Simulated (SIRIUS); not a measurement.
# Hf (P6_3/mmc) in SIRIUS: notebook, part 2 of 2

SIRIUS 7.10.0.

**4. Single point, PBEsol+U**

Contents of sirius.json:

```json
{
  "control": {
    "processing_unit": "cpu",
    "verbosity": 2,
    "num_bands_to_print": 20,
    "print_forces": true,
    "print_stress": true
  },
  "parameters": {
    "electronic_structure_method": "pseudopotential",
    "xc_functionals": ["XC_GGA_X_PBE_SOL", "XC_GGA_C_PBE_SOL"],
    "gk_cutoff": 7.7,
    "pw_cutoff": 15.4,
    "ngridk": [10, 10, 5],
    "shiftk": [0, 0, 0],
    "smearing": "fermi_dirac",
    "smearing_width": 0.0018374661,
    "num_bands": 20,
    "num_mag_dims": 0,
    "num_dft_iter": 100,
    "energy_tol": 1e-08,
    "density_tol": 1e-06,
    "hubbard_correction": true
  },
  "iterative_solver": {
    "type": "davidson",
    "min_tolerance": 1e-09,
    "tolerance_scale": [0.1, 0.25]
  },
  "mixer": {
    "type": "anderson",
    "beta": 0.7,
    "max_history": 8
  },
  "settings": {
    "tol_ne": 1e-10,
    "pseudo_grid_cutoff": 6.5
  },
  "unit_cell": {
    "lattice_vectors": [
      [6.040887502591, 0.0, 0.0],
      [-3.020443751296, 5.23156203869, 0.0],
      [0.0, 0.0, 9.557856793132]
    ],
    "atom_coordinate_units": "lattice",
    "atom_types": ["Hf"],
    "atom_files": {
      "Hf": "Hf.json"
    },
    "atoms": {
      "Hf": [
        [0.6666666667, 0.3333333333, 0.75],
        [0.3333333333, 0.6666666667, 0.25]
      ]
    }
  },
  "hubbard": {
    "simplified": true,
    "hubbard_subspace_method": "full_orthogonalization",
    "local": [
      {
        "atom_type": "Hf",
        "n": 5,
        "l": 2,
        "U": 0.07349864,
        "J": 0.0,
        "total_initial_occupancy": 2
      }
    ]
  }
}
```

Potentials or basis: PseudoDojo 0.4.1 PBE standard (scalar relativistic).

On the command line:

```console
$ upf_to_json Hf.upf
$ # the labels of the atomic orbitals (3D, 4S, ...) are then added to the .json files where the converter dropped them
$ OMP_NUM_THREADS=1 sirius.scf --input=sirius.json --output=out.json --task=0
```

What it wrote:

```text
[info] SIRIUS version : 7.10.0
[info] number of MPI ranks           : 1
[info] MPI grid                      : 1 1
[info] maximum number of OMP threads : 1
[fft] FFT context for density and potential
[fft] =====================================
[fft]   comm size                             : 1
[fft]   plane wave cutoff                     : 15.4
[fft]   grid size                             : 32 32 50   total : 51200
[fft]   grid limits                           : -15 16   -15 16   -24 25
[fft]   number of G-vectors within the cutoff : 9345
[fft]   local number of G-vectors             : 9345
[fft]   number of G-shells                    : 1005
[fft] FFT context for coarse grid
[fft] =====================================
[fft]   comm size                             : 1
[fft]   plane wave cutoff                     : 15.4
[fft]   grid size                             : 32 32 50   total : 51200
[fft]   grid limits                           : -15 16   -15 16   -24 25
[fft]   number of G-vectors within the cutoff : 9345
[fft]   local number of G-vectors             : 9345
[fft]   number of G-shells                    : 1005
[unit cell] lattice vectors
[unit cell]   a1 :       6.0408875026      0.0000000000      0.0000000000
[unit cell]   a2 :      -3.0204437513      5.2315620387      0.0000000000
[unit cell]   a3 :       0.0000000000      0.0000000000      9.5578567931
[unit cell] reciprocal lattice vectors
[unit cell]   b1 :       1.0401096370      0.6005075789     -0.0000000000
[... 598 lines left out ...]
[ground_state] === stress_vloc ===
[ground_state]  1001.252623    0.000000    0.000000
[ground_state]     0.000000 1001.252623   -0.000000
[ground_state]     0.000000   -0.000000 2300.355360
[ground_state] === stress_xc ===
[ground_state] -9681.993974   -0.000000    0.000000
[ground_state]    -0.000000-9681.993974    0.000000
[ground_state]     0.000000    0.000000-9682.692224
[ground_state] === stress_core ===
[ground_state] 15510.305726    0.000000    0.000000
[ground_state]     0.00000015510.305725    0.000000
[ground_state]     0.000000    0.00000015504.135076
[ground_state] === stress_nonloc ===
[ground_state] -9308.974611   -0.000000   -0.000000
[ground_state]    -0.000000-9308.974611    0.000000
[ground_state]    -0.000000    0.000000-9290.108239
[ground_state] === stress_us_nl ===
[ground_state] -9308.974611   -0.000000   -0.000000
[ground_state]    -0.000000-9308.974611    0.000000
[ground_state]    -0.000000    0.000000-9290.108239
[ground_state] === stress_hubbard ===
[ground_state]   -11.670962   -0.000000   -0.000000
[ground_state]    -0.000000  -11.670962    0.000000
[ground_state]    -0.000000    0.000000  -12.166460
[ground_state] === stress_total ===
[ground_state]     7.230396    0.000000   -0.000000
[ground_state]     0.000000    7.230396   -0.000000
[ground_state]    -0.000000   -0.000000   11.546743
[ground_state] ==== total Forces in Ha/bohr =====
[ground_state] atom:    0, force:       0.0000000     -0.0000000      0.0000000
[ground_state] atom:    1, force:      -0.0000000      0.0000000     -0.0000000
[ground_state] ==== ultrasoft contribution from Qij =====
[ground_state] atom:    0, force:       0.0000000      0.0000000      0.0000000
[ground_state] atom:    1, force:       0.0000000      0.0000000      0.0000000
[ground_state] ==== non-local contribution from Beta-projector =====
[ground_state] atom:    0, force:       0.0000000     -0.0000000      0.0000000
[ground_state] atom:    1, force:      -0.0000000      0.0000000     -0.0000000
[ground_state] ==== contribution from local potential =====
[ground_state] atom:    0, force:      -0.0000000     -0.0000000      0.0000000
[ground_state] atom:    1, force:       0.0000000      0.0000000     -0.0000000
[ground_state] ==== contribution from core density =====
[ground_state] atom:    0, force:      -0.0000000      0.0000000      0.0000000
[ground_state] atom:    1, force:       0.0000000      0.0000000      0.0000000
[ground_state] ==== Ewald forces from ions =====
[ground_state] atom:    0, force:       0.0000000     -0.0000000      0.0000000
[ground_state] atom:    1, force:      -0.0000000      0.0000000      0.0000000
[ground_state] ==== contribution from Hubbard correction =====
[ground_state] atom:    0, force:       0.0000000     -0.0000000      0.0000000
[ground_state] atom:    1, force:      -0.0000000      0.0000000      0.0000000
[~DFT_ground_state] local op. applied: 35580
[~DFT_ground_state] evp. work count: 6611.92
[~DFT_ground_state] number of iterative solver steps: 1746
```

It took 64 s on 1 thread of Arm Neoverse V2, shared host; peak memory 0.51 GiB.

Results:

| Property | Result |
| --- | --- |
| Free energy | -3059.1594 eV |
| Pressure | -0.9 GPa |
| Band gap on the k mesh | none (metal or under the smearing width) |

Eigenvalues of the final occupation matrices:
```
  site  spin  trace               eigenvalues
site 1     1   1.55  0.28 0.28 0.33 0.33 0.34
site 2     1   1.55  0.28 0.28 0.33 0.33 0.34
```

Caveat: the potentials were made for another functional, which shifts forces and pressure; U without spin polarisation on a metal has little footing; the U is typed as a test and isn't derived for this compound.

**5. Single point, PBEsol+U**

Edit sirius.json of step 4 so:

```diff
@@ -64,3 +64,3 @@
         "l": 2,
-        "U": 0.07349864,
+        "U": 0.14699729,
         "J": 0.0,
```

On the command line:

```console
$ upf_to_json Hf.upf
$ # the labels of the atomic orbitals (3D, 4S, ...) are then added to the .json files where the converter dropped them
$ OMP_NUM_THREADS=1 sirius.scf --input=sirius.json --output=out.json --task=0
```

Wall time 53 s (1 thread of Arm Neoverse V2, shared host); peak memory 0.51 GiB.

Results (log left out):

```
Free energy            : -3054.9135 eV
Pressure               : 2.0 GPa
Band gap on the k mesh : none (metal or under the smearing width)
```

Stress tensor (GPa, compression positive):
```
2.09 0.00 0.00
0.00 2.09 0.00
0.00 0.00 1.96
```

Eigenvalues of the final occupation matrices:
```
  site  spin  trace               eigenvalues
site 1     1   1.53  0.27 0.27 0.33 0.33 0.34
site 2     1   1.53  0.27 0.27 0.33 0.33 0.34
```

Caveat: the potentials were made for another functional, which shifts forces and pressure; U without spin polarisation on a metal has little footing; the U is typed as a test and isn't derived for this compound. The run has no spin-orbit coupling, so splittings on Hf are missing.

**6. The runs side by side**

| task | level | U | cell | k mesh | optimizer | fmax | max steps | target pressure | form of the Hubbard term | mesh quality | gap on the mesh (eV) | pressure (GPa) |
| --- | --- | --- | --- | --- | --- | --- | --- | --- | --- | --- | --- | --- |
| relaxation of cell and atoms | PBEsol+D4 | - | relaxed | 5 × 5 × 3 | BFGS | 0.02 eV/Å | 30 | 0 GPa | - | coarse | none | -0.1 |
| single point | PBEsol | - | as given | 10 × 10 × 5 | - | - | - | - | - | not flagged | none | -3.4 |
| single point | PBEsol+U | Hf d U = 2 eV | as given | 10 × 10 × 5 | - | - | - | - | simplified (Dudarev) | not flagged | none | -0.9 |
| single point | PBEsol+U | Hf d U = 4 eV | as given | 10 × 10 × 5 | - | - | - | - | simplified (Dudarev) | not flagged | none | 2.0 |

Alike in all rows: potentials or basis PseudoDojo 0.4.1 PBE standard (scalar relativistic); no spin polarisation; cutoff (eV) 807; smearing fermi-dirac 0.05 eV.

Caveats: some runs use coarse meshes; the potentials were made for another functional, which shifts forces and pressure; U without spin polarisation on a metal has little footing (some runs); the U is typed as a test and isn't derived for this compound (some runs); pairwise dispersion overbinds metals, which lowers pressure and volume (some runs).

Total energies depend on the potentials used, so only differences within one code and one set of settings carry meaning.
